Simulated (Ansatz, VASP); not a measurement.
**In: VASP beside Ansatz**

The input INCAR:

```
SYSTEM = In
  ALGO = Normal
  EDIFF = 1E-6
  EDIFFG = -0.005
  ENCUT = 600
  GGA = PS
  IBRION = 2
  ISIF = 3
  ISMEAR = 0
  LASPH = .TRUE.
  LCHARG = .FALSE.
  LREAL = .FALSE.
  LWAVE = .FALSE.
  NELM = 100
  NSW = 100
  PREC = Accurate
  SIGMA = 0.1
```

The input KPOINTS:

```
k-points
0
G
  12 12 8
  0 0 0
```

File POSCAR:

```
In
1.0
    3.3354847820      0.0000000000      0.0000000000
   -1.6677423910      2.8886145552      0.0000000000
    0.0000000000      0.0000000000      5.5091429200
In
2
Direct
    0.3333333300      0.6666666700      0.2500000000
    0.6666666700      0.3333333300      0.7500000000
```

Input for Ansatz:

```yaml
crystal:
  lattice:
    - [3.335484782, 0.0, 0.0]
    - [-1.667742391, 2.8886145552, 0.0]
    - [0.0, 0.0, 5.50914292]
  atoms:
    - { symbol: In, position: [0.33333333, 0.66666667, 0.25] }
    - { symbol: In, position: [0.66666667, 0.33333333, 0.75] }
basis:
  ecutwfc: 420
kpoints:
  mp_grid: { grid: [12, 12, 8] }
hamiltonian:
  xc: pbesol
scf:
  occupations: { method: gaussian, width: 0.1 }
output:
  forces: true
  stress: true
  eigenvalues: true
  write_density: true
  write_potential: true
  elf: true
  volumetric_format: npy
relax:
  adjacent_minimum: "off"
  f_tol: 0.005
  max_steps: 80
  cell: { stress_tol: 0.05 }
```

This isn't the form of In at room conditions, which is tetragonal.

Alike in both runs: task relaxation of cell and atoms; functional PBEsol; k mesh 12 × 12 × 8; occupations gaussian, width 0.1 eV; no spin polarisation.

|  | VASP | Ansatz |
| --- | --- | --- |
| version | VASP 6.6.1 | Ansatz 0.2.0 |
| potentials or method | VASP PAW PBE potentials, release 64 (In_d) | scalar-relativistic, plane waves, PAW |
| plane-wave cutoff (eV) | 600 | 420 |
| valence electrons in the cell | 26 | 26 |

Ansatz gave:

| Item | Value |
| --- | --- |
| gap on the k mesh at the Fermi level, each at its own relaxed structure (eV) | none |
| relaxed volume (Å³/atom) | 25.70 |
| relaxed cell length with the largest relative difference (Å) | 3.310 |
| energy change over the relaxation (meV/atom) | -4 |

Question: Estimate VASP's values.

Answer: gap on the k mesh at the Fermi level, each at its own relaxed structure (eV): none; relaxed volume (Å³/atom): 25.71; relaxed cell length with the largest relative difference (Å): 3.311; energy change over the relaxation (meV/atom): -4.

A gap of «none» marks a metal or a gap that the smearing closes.

Caveats: the PAW data sets were made with another functional, which shifts forces and pressure a little (VASP).
